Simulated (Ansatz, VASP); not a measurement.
One calculation of C, two programs

```
C
1.0
     0.00000    1.73047    1.73047
     1.73047    0.00000    1.73047
     1.73047    1.73047    0.00000
C
2
Direct
  0.00000 0.00000 0.00000
  0.25000 0.25000 0.25000
```

Alike in both runs: task single point; functional PBE; k mesh 12 × 12 × 12; occupations gaussian, width 0.02 eV; no spin polarisation.

|  | VASP | Ansatz |
| --- | --- | --- |
| version | VASP 6.6.1 | Ansatz 0.2.0 |
| potentials or method | VASP PAW PBE potentials, release 64 (C) | scalar-relativistic, plane waves, PAW |
| plane-wave cutoff (eV) | 520 | 420 |
| valence electrons in the cell | 8 | 8 |

|  | VASP | Ansatz | Ansatz less VASP |
| --- | --- | --- | --- |
| gap on the k mesh at the Fermi level (eV) | 4.36 | 4.37 | +0.010 |
| least direct gap on the mesh (eV) | 5.84 | 5.85 | +0.007 |
